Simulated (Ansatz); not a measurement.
## GaSb3: from a trial structure to a relaxed crystal

Computed with Ansatz 0.2.0, DFT r2SCAN, scalar-relativistic, plane waves, PAW. Cutoff 500 eV, Γ-centred k mesh, Gaussian smearing, no spin polarisation in the final step.

GaSb3 was placed on the A15 structure type (Pm-3n, No. 223), with Ga in place of Si, Sb in place of Cr, at a guessed volume.

```yaml
crystal:
  lattice:
    - [5.95933, 0.00000, 0.00000]
    - [0.00000, 5.95933, 0.00000]
    - [0.00000, 0.00000, 5.95933]
  atoms:
    - { symbol: Ga, position: [0.00000, 0.00000, 0.00000] }
    - { symbol: Ga, position: [0.50000, 0.50000, 0.50000] }
    - { symbol: Sb, position: [0.00000, 0.50000, 0.25000] }
    - { symbol: Sb, position: [0.00000, 0.50000, 0.75000] }
    - { symbol: Sb, position: [0.25000, 0.00000, 0.50000] }
    - { symbol: Sb, position: [0.75000, 0.00000, 0.50000] }
    - { symbol: Sb, position: [0.50000, 0.75000, 0.00000] }
    - { symbol: Sb, position: [0.50000, 0.25000, 0.00000] }
```

Cell and atoms relax at zero pressure; the relaxation can't lower the symmetry of the start.

Energies over the elements count from the elements' standard structures at the same level, with no empirical corrections.

**Question.** Which crystal results?

**Answer.** It keeps Pm-3n (No. 223). The result still has the A15 structure. Conventional cell: a = 5.939 Å. Ga is coordinated by 12 Sb at 3.32 Å; Sb has 2 Sb at 2.97 Å, 4 Ga at 3.32 Å and 8 Sb at 3.64 Å.

Space group Pm-3n (No. 223). a = 5.939 Å, b = 5.939 Å, c = 5.939 Å, α = 90.00°, β = 90.00°, γ = 90.00°
```
atom site symmetry x y z
  Ga    2a m-3.  0.0000  0.0000  0.0000
  Sb    6c     -4m.2  0.0000  0.5000  0.2500
```

**Question.** What are its volume, energy, density and gap?

**Answer.** The volume per atom is 26.19 Å³. The density is 6.90 g/cm³, the energy over the elements is 0.48 eV/atom and the gap on the 6×6×6 mesh is 0 eV (a metal).

The final run used a 6×6×6 mesh on its 8-atom cell and 0.10 eV smearing. For metals, differences of a few meV/atom aren't resolved. Spin–orbit coupling is left out. Symmetry constrained the relaxation, so the result can be a saddle point.

Cost: 2 runs of about 5.3 core-minutes in all, on Arm Neoverse N1 (shared hosts).